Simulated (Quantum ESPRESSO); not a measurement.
BaTiO3: Wannier functions with LDA

The system is BaTiO3.

```xyz
5
Lattice="4.0060 0.0000 0.0000 0.0000 4.0060 0.0000 0.0000 0.0000 4.0060" Properties=species:S:1:pos:R:3 pbc="T T T"
Ba    2.0030    2.0030    2.0030
Ti    0.0000    0.0000    0.0000
O     0.0000    0.0000    2.0030
O     0.0000    2.0030    0.0000
O     2.0030    0.0000    0.0000
```

```json
{
  "Program": "Quantum ESPRESSO 7.5",
  "Task": "Wannier functions",
  "Functional": "LDA",
  "Potentials or basis": "GBRV 1.5 LDA",
  "Cutoff": "612 eV",
  "Density cutoff": "4898 eV",
  "k mesh": "4 × 4 × 4",
  "Occupations": "fermi-dirac, width 0.05 eV",
  "Spin": "no spin polarisation",
  "Form of the LDA correlation": "PZ81",
  "Mixing beta": "0.5",
  "Most SCF iterations": "120",
  "SCF threshold": "1e-09 Ry",
  "k mesh for the Wannier functions": "4 × 4 × 4"
}
```

```json
{"Pressure": "-8.1 GPa", "Band gap on the k mesh": "1.69 eV, indirect (least direct gap 1.81 eV)", "Band gap along the path": "1.69 eV, indirect (least direct gap 1.81 eV)", "Total Wannier spread": "14.59 Å² over 15 functions", "RMS miss of the Wannier bands": "0.007 eV"}
```

Levels at the corners of the path, in eV from the valence-band top:
| point | band 17 | band 18 | band 19 | band 20 | band 21 | band 22 |
| --- | --- | --- | --- | --- | --- | --- |
| Γ | -1.12 | -0.12 | -0.12 | -0.12 | 1.69 | 1.69 |
| X | -1.84 | -1.84 | -0.70 | -0.70 | 1.83 | 3.46 |
| M | -1.72 | -0.85 | -0.85 | -0.07 | 3.48 | 3.48 |
| Γ | -1.12 | -0.12 | -0.12 | -0.12 | 1.69 | 1.69 |
| R | -2.38 | 0.00 | 0.00 | 0.00 | 4.15 | 4.15 |
| X | -1.84 | -1.84 | -0.70 | -0.70 | 1.83 | 3.46 |
| M | -1.72 | -0.85 | -0.85 | -0.07 | 3.48 | 3.48 |
| R | -2.38 | 0.00 | 0.00 | 0.00 | 4.15 | 4.15 |

Wannier functions:
| function | nearest atom | distance (Å) | spread (Å²) | on-site energy from the reference level (eV) |
| --- | --- | --- | --- | --- |
| 1 | 3 O | 0.40 | 0.85 | -7.64 |
| 2 | 4 O | 0.40 | 0.85 | -7.64 |
| 3 | 5 O | 0.40 | 0.85 | -7.60 |
| 4 | 4 O | 0.37 | 0.89 | -7.10 |
| 5 | 3 O | 0.37 | 0.89 | -7.09 |
| 6 | 5 O | 0.37 | 0.88 | -7.19 |
| 7 | 4 O | 0.30 | 0.97 | -5.68 |
| 8 | 3 O | 0.31 | 0.97 | -5.71 |
| 9 | 5 O | 0.30 | 0.98 | -5.66 |
| 10 | 5 O | 0.30 | 0.98 | -5.62 |
| 11 | 4 O | 0.30 | 0.98 | -5.65 |
| 12 | 3 O | 0.30 | 0.98 | -5.63 |
| 13 | 1 Ba | 0.00 | 1.18 | -10.12 |
| 14 | 1 Ba | 0.00 | 1.18 | -10.12 |
| 15 | 1 Ba | 0.00 | 1.18 | -10.12 |

Parts of the spread (Å²): invariant 13.00, diagonal 0.001, off-diagonal 1.59, total 14.59. Against the direct bands the interpolation misses by 7 meV (root mean square) and 45 meV at most, for states up to 1 eV over the reference level.

It took 2.9 min on 1 thread of Arm Neoverse V2 (shared host), peak memory 0.36 GiB.

Caveat: spin-orbit coupling is left out, which moves the levels of the heavy elements; the Wannier minimisation didn't converge.
